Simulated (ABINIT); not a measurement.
# CuO (P4/mmm) in ABINIT: reference runs

How does CuO come out in PBE? The cell is run as given and disturbed.

Program: ABINIT 10.8.3 (patched build). These are calculated values, not measurements. Logs are shortened: lines on timing, memory, paths and dates and some standing lists are left out, and cuts for length are marked. The log counts tension as positive stress, the text compression.

## 1. Starting point

It takes space group P4/mmm (No. 123, tetragonal). Conventional cell: a = 4.161 Å, b = 4.161 Å, c = 3.888 Å, α = 90.00°, β = 90.00°, γ = 90.00°. Around Cu (site symmetry mmm) lie 4 O at 1.94 to 2.08 Å. Cu (site symmetry 4/mmm) has 6 O at 1.94 to 2.08 Å as nearest neighbours. Around O (site symmetry 4/mmm) lie 6 Cu at 1.94 to 2.08 Å. Around O (site symmetry mmm) lie 4 Cu at 1.94 to 2.08 Å.

Measurements of this composition are mostly on another form, of space group No. 15.

## 2. Single point, PBE

run.abi

```
pp_dirpath "./"
pseudos "Cu.GGA_PBE-JTH.xml, O.GGA_PBE-JTH.xml"

structure "poscar:POSCAR"
natom 6

ecut 26.0
pawecutdg 48.0
pawxcdev 0

kptopt 1
ngkpt 7 7 7
nshiftk 1
shiftk 0.0 0.0 0.0

ixc 11

nband 45
occopt 3
tsmear 0.00183747

nstep 100
tolvrs 1.0e-9

iomode 3
prtwf 0
prtden 0
prteig 0
prtebands 0
enunit 2
```

POSCAR

```
CuO
1.0
    4.1609370000      0.0000000000      0.0000000000
    0.0000000000      4.1609370000      0.0000000000
    0.0000000000      0.0000000000      3.8876430000
Cu O
3 3
Direct
    0.5000000000      0.0000000000      0.5000000000  Cu
    0.0000000000      0.5000000000      0.5000000000  Cu
    0.0000000000      0.0000000000      0.0000000000  Cu
    0.0000000000      0.0000000000      0.5000000000  O
    0.5000000000      0.0000000000      0.0000000000  O
    0.0000000000      0.5000000000      0.0000000000  O
```

Potentials or basis: JTH PAW PBE v2.0.

Started as:

```
$ mpirun --bind-to none -np 4 abinit run.abi > log 2>&1
```

run.abo:

```text
.Version 10.8.3 of ABINIT
 Symmetries : space group P4/m m m (#123); Bravais tP (primitive tetrag.)
================================================================================
 Values of the parameters that define the memory need of the present run
     intxc =       0    ionmov =       0      iscf =      17    lmnmax =      18
     lnmax =       6     mgfft =      40  mpssoang =       3    mqgrid =    3001
     natom =       6  nloc_mem =       2    nspden =       1   nspinor =       1
    nsppol =       1      nsym =      16    n1xccc =       1    ntypat =       2
    occopt =       3   xclevel =       2
       mpw =        2893          nfft =       57600          nkpt =          40
Pmy_natom=         2
 PAW method is used; the additional fine FFT grid is defined by:
   mgfftf=        50    nfftf =    120000
================================================================================
================================================================================

--------------------------------------------------------------------------------
------------- Echo of variables that govern the present computation ------------
--------------------------------------------------------------------------------
 -outvars: echo values of preprocessed input variables --------
            acell      1.0000000000E+00  1.0000000000E+00  1.0000000000E+00 Bohr
              amu      6.35460000E+01  1.59994000E+01
             ecut      2.60000000E+01 Hartree
           enunit           2
              ixc          11
         kptrlatt        7    0    0      0    7    0      0    0    7
          kptrlen      5.14260638E+01
            natom           6
            nband          45
            ngfft          40      40      36
          ngfftdg          50      50      48
             nkpt          40
            nstep         100
             nsym          16
           ntypat           2
           occopt           3
        pawecutdg      4.80000000E+01 Hartree
         pawxcdev           0
           prtden           0
        prtebands           0
           prteig           0
            prtwf           0
            rprim      7.8630313572E+00  0.0000000000E+00  0.0000000000E+00
                       0.0000000000E+00  7.8630313572E+00  0.0000000000E+00
                       0.0000000000E+00  0.0000000000E+00  7.3465805453E+00
          spgroup         123
           tolvrs      1.00000000E-09
           tsmear      1.83747000E-03 Hartree
            typat      1  1  1  2  2  2
           useylm           1
           xangst      2.0804685000E+00  0.0000000000E+00  1.9438215000E+00
                       0.0000000000E+00  2.0804685000E+00  1.9438215000E+00
                       0.0000000000E+00  0.0000000000E+00  0.0000000000E+00
                       0.0000000000E+00  0.0000000000E+00  1.9438215000E+00
                       2.0804685000E+00  0.0000000000E+00  0.0000000000E+00
                       0.0000000000E+00  2.0804685000E+00  0.0000000000E+00
            xcart      3.9315156786E+00  0.0000000000E+00  3.6732902727E+00
                       0.0000000000E+00  3.9315156786E+00  3.6732902727E+00
                       0.0000000000E+00  0.0000000000E+00  0.0000000000E+00
                       0.0000000000E+00  0.0000000000E+00  3.6732902727E+00
                       3.9315156786E+00  0.0000000000E+00  0.0000000000E+00
                       0.0000000000E+00  3.9315156786E+00  0.0000000000E+00
             xred      5.0000000000E-01  0.0000000000E+00  5.0000000000E-01
                       0.0000000000E+00  5.0000000000E-01  5.0000000000E-01
                       0.0000000000E+00  0.0000000000E+00  0.0000000000E+00
                       0.0000000000E+00  0.0000000000E+00  5.0000000000E-01
                       5.0000000000E-01  0.0000000000E+00  0.0000000000E+00
                       0.0000000000E+00  5.0000000000E-01  0.0000000000E+00
            znucl       29.00000    8.00000

================================================================================

 chkinp: Checking input parameters for consistency.

================================================================================
== DATASET  1 ==================================================================

--- !DatasetInfo
iteration_state: {dtset: 1, }
dimensions: {natom: 6, nkpt: 40, mband: 45, nsppol: 1, nspinor: 1, nspden: 1, mpw: 2893, }
cutoff_energies: {ecut:  26.0, pawecutdg:  48.0, }
[... 151 lines left out ...]
    1      2.08046850000000     0.00000000000000     1.94382150000000
    2      0.00000000000000     2.08046850000000     1.94382150000000
    3      0.00000000000000     0.00000000000000     0.00000000000000
    4      0.00000000000000     0.00000000000000     1.94382150000000
    5      2.08046850000000     0.00000000000000     0.00000000000000
    6      0.00000000000000     2.08046850000000     0.00000000000000

 cartesian forces (hartree/bohr) at end:
    1     -0.00000000000000    -0.00000000000000    -0.00000000000000
    2     -0.00000000000000    -0.00000000000000    -0.00000000000000
    3     -0.00000000000000    -0.00000000000000    -0.00000000000000
    4     -0.00000000000000    -0.00000000000000    -0.00000000000000
    5     -0.00000000000000    -0.00000000000000    -0.00000000000000
    6     -0.00000000000000    -0.00000000000000    -0.00000000000000
 frms,max,avg= 0.0000000E+00 0.0000000E+00   0.000E+00  0.000E+00  0.000E+00 h/b

 cartesian forces (eV/Angstrom) at end:
    1     -0.00000000000000    -0.00000000000000    -0.00000000000000
    2     -0.00000000000000    -0.00000000000000    -0.00000000000000
    3     -0.00000000000000    -0.00000000000000    -0.00000000000000
    4     -0.00000000000000    -0.00000000000000    -0.00000000000000
    5     -0.00000000000000    -0.00000000000000    -0.00000000000000
    6     -0.00000000000000    -0.00000000000000    -0.00000000000000
 frms,max,avg= 0.0000000E+00 0.0000000E+00   0.000E+00  0.000E+00  0.000E+00 e/A
 length scales=  1.000000000000  1.000000000000  1.000000000000 bohr
              =  0.529177210544  0.529177210544  0.529177210544 angstroms
 Fermi (or HOMO) energy (hartree) =   0.15157   Average Vxc (hartree)=  -0.39529
 Eigenvalues (hartree) for nkpt=  40  k points:
 kpt#   1, nband= 45, wtk=  0.00292, kpt=  0.0000  0.0000  0.0000 (reduced coord)
  -3.98869   -3.97021   -3.97017   -2.42453   -2.42077   -2.42077   -2.40889   -2.40885
  -2.40588   -2.40588   -2.39747   -2.39747   -0.57741   -0.50281   -0.48712   -0.06717
  -0.06149   -0.06149    0.03038    0.03038    0.03232    0.04236    0.04553    0.04569
   0.04845    0.04845    0.06558    0.06639    0.06859    0.07696    0.07696    0.08587
   0.08724    0.08724    0.09554    0.09732    0.09732    0.09765    0.10103    0.19868
   0.37364    0.42685    0.47373    0.47373    0.55937
      occupation numbers for kpt#   1
   2.00000    2.00000    2.00000    2.00000    2.00000    2.00000    2.00000    2.00000
   2.00000    2.00000    2.00000    2.00000    2.00000    2.00000    2.00000    2.00000
   2.00000    2.00000    2.00000    2.00000    2.00000    2.00000    2.00000    2.00000
   2.00000    2.00000    2.00000    2.00000    2.00000    2.00000    2.00000    2.00000
   2.00000    2.00000    2.00000    2.00000    2.00000    2.00000    2.00000    0.00000
   0.00000    0.00000    0.00000    0.00000    0.00000
 prteigrs : prtvol=0 or 1, do not print more k-points.

 Fermi (or HOMO) energy (eV) =   4.12454   Average Vxc (eV)= -10.75647
 Eigenvalues (   eV  ) for nkpt=  40  k points:
 kpt#   1, nband= 45, wtk=  0.00292, kpt=  0.0000  0.0000  0.0000 (reduced coord)
-108.53786 -108.03503 -108.03397  -65.97496  -65.87263  -65.87263  -65.54936  -65.54814
 -65.46744  -65.46744  -65.23850  -65.23850  -15.71201  -13.68215  -13.25521   -1.82792
  -1.67332   -1.67332    0.82670    0.82670    0.87957    1.15278    1.23899    1.24340
   1.31831    1.31831    1.78450    1.80665    1.86647    2.09407    2.09407    2.33666
   2.37399    2.37399    2.59975    2.64808    2.64808    2.65711    2.74927    5.40645
  10.16715   11.61512   12.89077   12.89077   15.22113
 prteigrs : prtvol=0 or 1, do not print more k-points.

--- !EnergyTerms
iteration_state     : {dtset: 1, }
comment             : Components of total free energy in Hartree
kinetic             :  5.52617643013565E+01
hartree             :  1.82294398824038E+02
xc                  : -1.68957885003501E+01
Ewald energy        : -3.41285070667025E+02
psp_core            :  2.07075943288721E+01
local_psp           : -4.49169517785053E+02
PAW spherical_terms : -9.30853293322624E+01
internal            : -6.42171948830424E+02
'-kT*entropy'       : -1.11167854174863E-03
total_energy        : -6.42173060508966E+02
total_energy_eV     : -1.74744191862732E+04
...

--- !EnergyTermsDC
iteration_state     : {dtset: 1, }
comment             : '"Double-counting" decomposition of free energy'
band_energy         : -6.83787876599787E+01
Ewald energy        : -3.41285070667025E+02
psp_core            :  2.07075943288721E+01
xc_dc               : -1.77313047280622E+02
PAW spherical_terms : -7.59026513455139E+01
internal            : -6.42171962624268E+02
'-kT*entropy'       : -1.11167854174863E-03
total_energy_dc     : -6.42173074302810E+02
total_energy_dc_eV  : -1.74744195616228E+04
...

--- !EnergyTermsWithPAWCore
iteration_state     : {dtset: 1, }
comment             : 'Components of total free energy, including PAW core contributions'
Total energy        : -5.19057895147201E+03
Total energy DC     : -5.19057896526585E+03
Total energy (eV)   : -1.41242848688764E+05
Total energy DC (eV): -1.41242849064114E+05
...

 Cartesian components of stress tensor (hartree/bohr^3)
  sigma(1 1)= -6.24736914E-05  sigma(3 2)=  0.00000000E+00
  sigma(2 2)= -6.24736914E-05  sigma(3 1)=  0.00000000E+00
  sigma(3 3)= -3.53995353E-05  sigma(2 1)=  0.00000000E+00

-Cartesian components of stress tensor (GPa)         [Pressure=  1.5725E+00 GPa]
- sigma(1 1)= -1.83803946E+00  sigma(3 2)=  0.00000000E+00
- sigma(2 2)= -1.83803946E+00  sigma(3 1)=  0.00000000E+00
- sigma(3 3)= -1.04149029E+00  sigma(2 1)=  0.00000000E+00

== END DATASET(S) ==============================================================
================================================================================

 -outvars: echo values of variables after computation  --------
            acell      1.0000000000E+00  1.0000000000E+00  1.0000000000E+00 Bohr
           etotal     -6.4217307430E+02
            fcart     -0.0000000000E+00 -0.0000000000E+00 -0.0000000000E+00
                      -0.0000000000E+00 -0.0000000000E+00 -0.0000000000E+00
                      -0.0000000000E+00 -0.0000000000E+00 -0.0000000000E+00
                      -0.0000000000E+00 -0.0000000000E+00 -0.0000000000E+00
                      -0.0000000000E+00 -0.0000000000E+00 -0.0000000000E+00
                      -0.0000000000E+00 -0.0000000000E+00 -0.0000000000E+00
            rprim      7.8630313572E+00  0.0000000000E+00  0.0000000000E+00
                       0.0000000000E+00  7.8630313572E+00  0.0000000000E+00
                       0.0000000000E+00  0.0000000000E+00  7.3465805453E+00
           strten     -6.2473691398E-05 -6.2473691398E-05 -3.5399535307E-05
                       0.0000000000E+00  0.0000000000E+00  0.0000000000E+00
           xangst      2.0804685000E+00  0.0000000000E+00  1.9438215000E+00
                       0.0000000000E+00  2.0804685000E+00  1.9438215000E+00
                       0.0000000000E+00  0.0000000000E+00  0.0000000000E+00
                       0.0000000000E+00  0.0000000000E+00  1.9438215000E+00
                       2.0804685000E+00  0.0000000000E+00  0.0000000000E+00
                       0.0000000000E+00  2.0804685000E+00  0.0000000000E+00
             xred      5.0000000000E-01  0.0000000000E+00  5.0000000000E-01
                       0.0000000000E+00  5.0000000000E-01  5.0000000000E-01
                       0.0000000000E+00  0.0000000000E+00  0.0000000000E+00
                       0.0000000000E+00  0.0000000000E+00  5.0000000000E-01
                       5.0000000000E-01  0.0000000000E+00  0.0000000000E+00
                       0.0000000000E+00  5.0000000000E-01  0.0000000000E+00
 Calculation completed.
```

It took 1.7 min on 4 MPI ranks of Arm Neoverse V1, shared host; peak memory 0.56 GiB.

Results:

| Item | Value |
| --- | --- |
| Free energy | -17474.4196 eV |
| Pressure | 1.6 GPa |
| Band gap on the k mesh | none (metal or under the smearing width) |
| Valence electrons inside the program's atomic spheres | Cu 17.29, 17.27; O 4.51, 4.47 |

Caveat: an odd number of electrons without spin polarisation forces a metal; a magnetic or distorted state may lie lower; the run has no spin polarisation, though such a crystal can be magnetic; semilocal functionals often make such compounds metallic where correlation or magnetic order opens a gap, which also shifts bond lengths.

## 3. Single point, PBE (atoms moved at random, drawn with an rms of 0.05 Å)

run.abi

```
pp_dirpath "./"
pseudos "Cu.GGA_PBE-JTH.xml, O.GGA_PBE-JTH.xml"

acell 3*1.0
rprim
     7.8630313518     0.0000000000     0.0000000000
     0.0000000000     7.8630313518     0.0000000000
     0.0000000000     0.0000000000     7.3465805403
ntypat 2
znucl 29 8
natom 6
typat 1 1 1 2 2 2
xcart
     3.9679215111     0.0429714663     3.5929260256
    -0.0100332280     3.9276392015     3.6266982564
     0.0851566295    -0.0347781877     0.0006171128
     0.0271982254    -0.0406833242     3.6899523148
     3.9667184673    -0.0502840855    -0.0052968846
     0.0001336715     3.8985617115     0.0669934679
chkprim 0
chksymtnons 0
tolsym 1.0e-6

ecut 26.0
pawecutdg 48.0
pawxcdev 0

kptopt 1
ngkpt 7 7 7
nshiftk 1
shiftk 0.0 0.0 0.0

ixc 11

nband 45
occopt 3
tsmear 0.00183747

nstep 100
tolvrs 1.0e-9

iomode 3
prtwf 0
prtden 0
prteig 0
prtebands 0
enunit 1
```

Potentials or basis: JTH PAW PBE v2.0.

Started as:

```
$ mpirun --bind-to none -np 4 abinit run.abi > log 2>&1
```

Run time: 8.2 min. Hardware: 4 MPI ranks of Arm Neoverse V1, shared host; peak memory 0.92 GiB.

It converged, with:

* Free energy: -17474.3800 eV
* Pressure: 1.9 GPa
* Largest force: 0.793 eV/Å
* Band gap on the k mesh: none (metal or under the smearing width)
* Valence electrons inside the program's atomic spheres: Cu 17.29, 17.27; O 4.53, 4.49, 4.48

Forces in eV/Å, atoms in the order of the input:
```
Cu   0.016 -0.025  0.557
Cu  -0.014 -0.140  0.781
Cu  -0.190  0.011  0.007
O    0.034  0.105 -0.120
O    0.104  0.056 -0.456
O    0.050 -0.006 -0.768
```

Stress tensor (GPa, compression positive):
```
1.91 0.00 0.00
0.00 1.91 0.09
0.00 0.09 2.00
```

Levels at points of the mesh, in eV from the Fermi level:
```tsv
k point	band 36	band 37	band 38	band 39	band 40	band 41
(0.00, 0.00, 0.00)	-1.51	-1.41	-1.40	-1.34	1.28	6.04
```

Caveat: an odd number of electrons without spin polarisation forces a metal; a magnetic or distorted state may lie lower; the run has no spin polarisation, though such a crystal can be magnetic; semilocal functionals often make such compounds metallic where correlation or magnetic order opens a gap, which also shifts bond lengths.
